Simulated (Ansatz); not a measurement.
Crystal: SiC (Moissanite).

```
Si C
1.0
     3.07600    0.00000    0.00000
    -1.53800    2.66389    0.00000
     0.00000    0.00000    5.04800
Si C
2 2
Direct
  0.66667 0.33333 0.50000
  0.33333 0.66667 0.00000
  0.66667 0.33333 0.88500
  0.33333 0.66667 0.38500
```

| Quantity | Value |
| --- | --- |
| Program | Ansatz 0.2.0 |
| Task | relaxation of cell and atoms |
| Functional | PBEsol |
| Dispersion | D4 |
| Potentials or basis | Ansatz PAW |
| Cutoff | 420 eV (not typed: the program's choice for these potentials) |
| k mesh | 10 × 10 × 5 |
| Occupations | fermi-dirac, width 0.05 eV |
| Spin | no spin polarisation |

At the start: volume 10.34 Å³/atom.

Question: How do energy, volume and symmetry change on relaxing?

Answer: It ends after 6 steps and the volume is 10.23 Å³/atom (-1.1 %); space group P6_3mc (No. 186, to 0.05 Å).

Step by step:
```csv
step,energy change (eV),largest force (eV/Å),volume (Å³)
1,0.0000,0.7392,41.36
2,-0.0239,0.4459,41.13
3,-0.0267,0.3290,40.75
4,-0.0398,0.0007,40.92
5,-0.0398,0.0000,40.91
6,-0.0390,0.0001,40.91
```

Final structure:
```
Si C
1.0
     3.06494    0.00000    0.00000
    -1.53247    2.65432    0.00000
     0.00000    0.00000    5.02924
Si C
2 2
Cartesian
  1.5325 0.8848 2.5377
  0.0000 1.7695 0.0231
  1.5325 0.8848 4.4278
  0.0000 1.7695 1.9132
```

Caveat: the plane-wave basis is chosen anew once the cell has moved, so the energies of steps on either side of that aren't comparable; the PAW data sets come from PBE, with cores solved anew for the run's functional, which leaves a small shift of forces and pressure.
